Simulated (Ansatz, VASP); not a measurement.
**MoSeS (2H-MoSSe 4 layers, 2H (AA')): VASP beside Ansatz**

Wanted: the spread between two codes on one cell, functional and k mesh. The cell is taken from a series of runs on this material, whose earlier steps may have relaxed, scaled, displaced or heated it; both programs get it as it stands.

Program: Ansatz 0.2.0. Level of theory: plane waves, with VASP 6.6.1 beside it; PBE with D3(BJ). Results are calculated unless marked as measured.

## Step 1: Set-up

The cell holds 12 atoms: 4 Se, 4 Mo and 4 S. Its edges and angles: a = 3.213 Å, b = 3.213 Å, c = 39.851 Å, α = 90.0°, β = 90.0°, γ = 120.0°. Vacuum lies along c.

## Step 2: Ansatz: single point, PBE with D3(BJ)

Ansatz runs on its PAW soft_1 files.

A single point takes one fixed geometry, so differences don't come from the geometry; what else differs is listed under the comparison.

input.yaml

```yaml
crystal:
  lattice:
    - [3.2133180341, 0.0, 0.0]
    - [-1.6066590171, 2.782815048, 0.0]
    - [0.0, 0.0, 39.850648497]
  atoms:
    - { symbol: Se, position: [0.3333333333, 0.6666666667, 0.2258432507] }
    - { symbol: Mo, position: [0.0, 0.0, 0.2687795233] }
    - { symbol: S, position: [0.3333333333, 0.6666666667, 0.3072362085] }
    - { symbol: Se, position: [0.0, 0.0, 0.3815963686] }
    - { symbol: Mo, position: [0.3333333333, 0.6666666667, 0.4244859739] }
    - { symbol: S, position: [0.0, 0.0, 0.4629081515] }
    - { symbol: Se, position: [0.3333333333, 0.6666666667, 0.5372745664] }
    - { symbol: Mo, position: [0.0, 0.0, 0.5801621921] }
    - { symbol: S, position: [0.3333333333, 0.6666666667, 0.6185649839] }
    - { symbol: Se, position: [0.0, 0.0, 0.6927961288] }
    - { symbol: Mo, position: [0.3333333333, 0.6666666667, 0.7356728049] }
    - { symbol: S, position: [0.0, 0.0, 0.7741567493] }
kpoints:
  mp_grid: { grid: [18, 18, 1] }
  band_path:
    path: [[0, 0, 0], [0.5, 0, 0], [0.33333333, 0.33333333, 0], [0, 0, 0]]
    npoints: 16
hamiltonian:
  xc: pbe
  dispersion: d3bj
  pseudopotentials: { kind: paw, azcp: { folder: soft_1 } }
scf:
  occupations: { method: fermi_dirac, width: 0.02585 }
  convergence: { dr2_threshold: 1.0e-10 }
efield:
  axis: 3
  dipole_correction: true
  ramp_position: 0.97
  ramp_width: 0.06
  amplitude: 0
output:
  dos: { projected: true, e_range: [-6, 5] }
  write_potential: true
  write_density: true
  volumetric_format: npy
  elf: true
```

Run with:

```sh
> ansatz run input.yaml --threads 4 --pin off --max-ram 8192MiB --backend cpu --events-out ev --progress --plain --runs-dir out
```

Numbers of over 12 decimals in the logs are rounded to 6 here.

The log of the run:

```text
Engine: ansatz 0.2.0, x86_64-unknown-linux-gnu
Pseudopotentials: kind: paw
Pseudopotential: Se, paw, valence charge 16, recommended cutoff 420 eV (normal), soft_1/Se.paw.azcp
Pseudopotential: Mo, paw, valence charge 14, recommended cutoff 420 eV (normal), soft_1/Mo.paw.azcp
Pseudopotential: S, paw, valence charge 6, recommended cutoff 420 eV (normal), soft_1/S.paw.azcp
Functional definition: PBE
  parameter kappa = 0.804
  parameter beta = 0.066725
  exchange = pbe_x(kappa = kappa, mu = beta*pi^2/3)
  correlation = pbe_c(beta = beta)
Crystal: 12 atoms, lattice volume = 356.347 Å³
Basis set: ecut = 420 eV, 7093 PW (Γ)
Bands: 87, of which v1, the nominal top of the filled ones, is band 72 counted from 1 (71 counted from 0)
Symmetry: 6 space group operations
Space group: P3m1 (ITA 156), of the structure as read, at distance tolerance 7.1e-5 Å
k-points: 37 of 324 (time reversal used)
Non-local potential: Se, projectors of the file, l = 0: 2, l = 1: 2, l = 2: 3, l = 3: 1
Non-local potential: Mo, projectors of the file, l = 0: 3, l = 1: 2, l = 2: 2, l = 3: 1
Non-local potential: S, projectors of the file, l = 0: 2, l = 1: 2, l = 2: 1
PAW form: soft (Blöchl's): semilocal exchange-correlation on the pseudo side does not see the compensation charge
PAW one-centre angular grid: Se, 590 points (default); XC on 64 Gauss nodes
PAW one-centre angular grid: Mo, 590 points (default); XC on 64 Gauss nodes
PAW one-centre angular grid: S, 110 points (default); XC on 64 Gauss nodes
Initial density: superposition of atomic densities (neutral atoms: chi_scale 0, normalization atom)
Initial wavefunctions: pseudopotential atomic-orbital guess
Functional: x = pbe(κ = 0.804, μ = 0.219515), c = pbe(β = 0.066725)
SCF iter   1: F=—  HF=-45327.880724 eV  |F-HF|=—  |Δ(HF+E_count)|=         —  Δρ=6.27e-2  dr2=2.14e1  ethr=3.10e-3  p=0.000 e·Å  D=9.47e-7 V/Å  ΔV_dip=-0.00 eV  dr2_dipole=4.67e-1  V_vac-E_F(+/−)=5.10/5.10 eV  ⟨swp⟩=8.2  Hψ=14131  notcnv=0
efield: sawtooth ramp at fractional position 0.9700 (set: `efield.ramp_position`, or a place that a band, a saddle search or an elastic batch's reference lends), width 0.0600; the density the first Hamiltonian is built on has a dipole p = 0.000 e·Å; the dipole correction subtracts the counter field D = 9.47e-7 V/Å, which shifts the + side's vacuum level by -0.00 eV against the − side's; the planar-averaged density in the ramp window peaks in size at 2.9e-6 e/Å³
preconditioner: auto → Resta (q_TF=auto, 2.346 Å⁻¹)  ε∞=4.7  [insulator: Δε(μ)=0.810 eV  Ē_g=8.623 eV  σ=0.026 eV  W_gap=1.00  n_scr=82 (ndim 8)  ℏωp=16.7 eV  f_vac=0.372  D(μ)=0.00/eV (n_scr^D=0)  ε∞_Penn≈4.7  vacuum switching on, ρ_ref=5.4e-3 e/Å³]
SCF iter   2: F=—  HF=-45324.191781 eV  |F-HF|=—  |Δ(HF+E_count)|=    3.69e0  Δρ=2.85e-2  dr2=3.90e1  ethr=3.10e-3  p=-0.145 e·Å  D=-7.35e-2 V/Å  ΔV_dip=2.93 eV  dr2_dipole=3.26e1  V_vac-E_F(+/−)=7.56/4.64 eV  ⟨swp⟩=3.8  Hψ=7137  notcnv=0  defer=327  recentre
preconditioner: auto → LDOS  [metal: Δε(μ)=0.028 eV  Ē_g=7.747 eV  σ=0.026 eV  W_gap=0.26  n_scr=82 (ndim 8)  ℏωp=16.7 eV  f_vac=0.374  D(μ)=8.40/eV (n_scr^D=26)  β→1.0]
SCF iter   3: F=—  HF=-45323.716809 eV  |F-HF|=—  |Δ(HF+E_count)|=   4.75e-1  Δρ=2.66e-2  dr2=3.77e0  ethr=3.10e-3  p=-0.039 e·Å  D=-1.97e-2 V/Å  ΔV_dip=0.78 eV  dr2_dipole=2.14e-1  V_vac-E_F(+/−)=5.51/4.73 eV  ⟨swp⟩=3.1  Hψ=5234  notcnv=0  defer=212
SCF iter   4: F=—  HF=-45323.473671 eV  |F-HF|=—  |Δ(HF+E_count)|=   2.43e-1  Δρ=1.66e-2  dr2=3.40e0  ethr=2.62e-3  p=-0.093 e·Å  D=-4.74e-2 V/Å  ΔV_dip=1.89 eV  dr2_dipole=6.00e-3  V_vac-E_F(+/−)=5.88/3.99 eV  ⟨swp⟩=3.1  Hψ=5734  notcnv=0  defer=293
SCF iter   5: F=—  HF=-45323.140434 eV  |F-HF|=—  |Δ(HF+E_count)|=   3.33e-1  Δρ=6.60e-3  dr2=8.86e-1  ethr=2.36e-3  p=-0.054 e·Å  D=-2.73e-2 V/Å  ΔV_dip=1.09 eV  dr2_dipole=1.13e-1  V_vac-E_F(+/−)=5.21/4.12 eV  ⟨swp⟩=3.7  Hψ=6477  notcnv=0  defer=294
SCF iter   6: F=—  HF=-45323.067052 eV  |F-HF|=—  |Δ(HF+E_count)|=   7.34e-2  Δρ=3.80e-3  dr2=2.31e-1  ethr=6.15e-4  p=-0.073 e·Å  D=-3.72e-2 V/Å  ΔV_dip=1.48 eV  dr2_dipole=5.11e-2  V_vac-E_F(+/−)=5.43/3.95 eV  ⟨swp⟩=3.8  Hψ=5098  notcnv=0  defer=251
SCF iter   7: F=—  HF=-45323.047018 eV  |F-HF|=—  |Δ(HF+E_count)|=   2.00e-2  Δρ=1.65e-3  dr2=7.51e-2  ethr=1.60e-4  p=-0.083 e·Å  D=-4.20e-2 V/Å  ΔV_dip=1.67 eV  dr2_dipole=4.05e-2  V_vac-E_F(+/−)=5.57/3.90 eV  ⟨swp⟩=3.0  Hψ=4589  notcnv=0  defer=246
SCF iter   8: F=—  HF=-45323.044298 eV  |F-HF|=—  |Δ(HF+E_count)|=   2.72e-3  Δρ=7.61e-4  dr2=4.27e-2  ethr=5.21e-5  p=-0.081 e·Å  D=-4.09e-2 V/Å  ΔV_dip=1.63 eV  dr2_dipole=4.62e-2  V_vac-E_F(+/−)=5.49/3.86 eV  ⟨swp⟩=2.8  Hψ=4410  notcnv=0  defer=242
SCF iter   9: F=—  HF=-45323.042520 eV  |F-HF|=—  |Δ(HF+E_count)|=   1.78e-3  Δρ=5.22e-4  dr2=3.41e-2  ethr=2.96e-5  p=-0.086 e·Å  D=-4.35e-2 V/Å  ΔV_dip=1.73 eV  dr2_dipole=3.44e-2  V_vac-E_F(+/−)=5.56/3.83 eV  ⟨swp⟩=2.1  Hψ=3678  notcnv=0  defer=239
[...]
SCF iter  19: F=—  HF=-45323.036849 eV  |F-HF|=—  |Δ(HF+E_count)|=   1.82e-4  Δρ=3.37e-6  dr2=4.30e-7  ethr=5.77e-9  p=-0.107 e·Å  D=-5.44e-2 V/Å  ΔV_dip=2.17 eV  dr2_dipole=3.22e-7  V_vac-E_F(+/−)=5.81/3.64 eV  ⟨swp⟩=1.9  Hψ=4009  notcnv=0  defer=236
SCF iter  20: F=—  HF=-45323.036849 eV  |F-HF|=—  |Δ(HF+E_count)|=   1.33e-8  Δρ=1.47e-6  dr2=1.92e-8  ethr=2.99e-10  p=-0.107 e·Å  D=-5.44e-2 V/Å  ΔV_dip=2.17 eV  dr2_dipole=1.49e-8  V_vac-E_F(+/−)=5.81/3.65 eV  ⟨swp⟩=2.0  Hψ=3776  notcnv=0  defer=236
SCF iter  21: F=—  HF=-45323.036849 eV  |F-HF|=—  |Δ(HF+E_count)|=   1.49e-9  Δρ=8.46e-7  dr2=2.94e-9  ethr=1.33e-11  p=-0.107 e·Å  D=-5.44e-2 V/Å  ΔV_dip=2.17 eV  dr2_dipole=2.06e-11  V_vac-E_F(+/−)=5.81/3.65 eV  ⟨swp⟩=2.5  Hψ=4108  notcnv=0  defer=236
SCF iter  22: F=—  HF=-45323.036849 eV  |F-HF|=—  |Δ(HF+E_count)|=   1.71e-9  Δρ=4.65e-7  dr2=1.53e-9  ethr=2.04e-12  p=-0.107 e·Å  D=-5.44e-2 V/Å  ΔV_dip=2.17 eV  dr2_dipole=1.83e-11  V_vac-E_F(+/−)=5.81/3.65 eV  ⟨swp⟩=2.8  Hψ=4575  notcnv=0  defer=236
SCF iter  23: F=—  HF=-45323.036849 eV  |F-HF|=—  |Δ(HF+E_count)|=  9.46e-11  Δρ=1.76e-7  dr2=1.89e-10  ethr=1.06e-12  p=-0.107 e·Å  D=-5.44e-2 V/Å  ΔV_dip=2.17 eV  dr2_dipole=4.66e-12  V_vac-E_F(+/−)=5.81/3.65 eV  ⟨swp⟩=2.2  Hψ=3899  notcnv=0  defer=236
SCF iter  24: F=-45323.036849 eV  HF=-45323.036849 eV  |F-HF|=2.18e-10  |Δ(HF+E_count)|=  3.64e-11  Δρ=1.01e-7  dr2=9.83e-11  ethr=1.00e-12  p=-0.107 e·Å  D=-5.44e-2 V/Å  ΔV_dip=2.17 eV  dr2_dipole=6.64e-12  V_vac-E_F(+/−)=5.81/3.65 eV  ⟨swp⟩=12.8  Hψ=12171  notcnv=0
SCF 1 converged in 24 iterations: F = -45323.036849 eV  dr2 = 9.83e-11
  greatest PAW one-centre occupation: 1.000 electrons in one spin orbital (limit 2), on the Se atom at site 9 (counted from 0), in its partial waves of l = 2
NSCF: frozen V_eff on 49 k-points
efield: sawtooth ramp at fractional position 0.9700 (kept from the solve that this one continues, or follows in the run), width 0.0600; the density the first Hamiltonian is built on has a dipole p = -0.107 e·Å; the dipole correction subtracts the counter field D = -5.44e-2 V/Å, which shifts the + side's vacuum level by +2.17 eV against the − side's; the planar-averaged density in the ramp window peaks in size at 3.0e-6 e/Å³
WARN: The output density's exchange-correlation potential varies sharply where the density is thin. Do not read a vacuum level from v_tot or v_xc, or from such a field of the output density. On a cell that repeats whose density bears no net charge and no dipole along the vacuum's axis use v_es (v_loc + v_h of the components); under efield.dipole_correction with no amplitude use v_es + v_field, which holds any externa [...]
SCF converged after 24 iterations
Free energy (F): -45323.036849 eV
Harris-Foulkes:  -45323.036849 eV  (|F-HF|=2.18e-10)
Internal energy: -45323.035102 eV  (E = F + TS)
E sigma→0 (E₀):  -45323.035976 eV
Entropy (-TS):   -0.001747 eV (-0.146 meV/atom)
Fermi energy:    5.918509 eV
Dipole field:    D = -0.054360 V/Å  (p = -0.107051 e·Å, saw-weighted, corrected)
Work function:   Φ+ = 5.8114 eV   Φ− = 3.6451 eV
Levels:          The Fermi level and band energies are counted from a zero that moves with the ramp; work functions are not
--- Per-component energies (eV) ---
  E_band       = -2857.947665
  E_kinetic    = 2560.524155
  E_local      = -226356.850190  (includes V_loc(G=0)·N_el)
  E_nonlocal   = -686.268127
  E_hartree    = 112316.195501
  E_xc         = -1404.763693
  E_vxc        = -1576.575714  (∫ρ·V_xc dr)
  E_paw        = -23800.765486  (= ΣΔE_a)
  E_vpaw       = -1427.934552  (= ΣTr[D̂ρ^β])
  E_aug_tail   = -0.001284  (compensation charges beyond the density's cutoff)
  E_efield     = 0.002910  (sawtooth field / dipole correction)
  E_vefield    = -3.233273  (∫n·V_field dr)
  E_ewald      = 92054.011655
  E_disp       = -5.120541  (pairwise vdW)
  E_smearing   = -0.001747  (= −TS)
  E_closure    = 0.000000  (closes the sum)
  Σ components = -45323.036849   (vs F -45323.036849, Δ=0.00e0)
--- Band table (eV; the first three rows and the last of 37) ---
  k-point 0: bands = [... 68 lower, 4.7514, 5.1615, 5.4677, 5.9473, 7.1726, 7.1726, 7.5344, 7.5344, ... 11 higher]
  k-point 1: bands = [... 68 lower, 4.7599, 5.1651, 5.4378, 5.8856, 7.1069, 7.2198, 7.3413, 7.4970, ... 11 higher]
  k-point 2: bands = [... 68 lower, 4.6423, 5.0586, 5.3550, 5.7020, 6.8590, 7.0492, 7.1957, 7.4198, ... 11 higher]
  k-point 36: bands = [... 68 lower, 4.3016, 4.7563, 5.1958, 5.7257, 5.9977, 6.4599, 6.8970, 6.9288, ... 11 higher]
```

The column dr2 measures how far the density is from self-consistency, as an energy; F and HF (Harris–Foulkes) agree once it is small.

(Continued in part 2 of 2.)

[Lines on the potential files, build, host, timing and source positions are cut from VASP's logs without a mark.]

[Logs are printed without paths, hosts, clocks, repeated set-up lines and the standing remarks that a program may print on its own settings, such as how far it seeks lower states.]

[Hosts, paths, dates, database ids (printed as entryN), source tags and the programs' standing remarks are cut or masked in the printed files.]
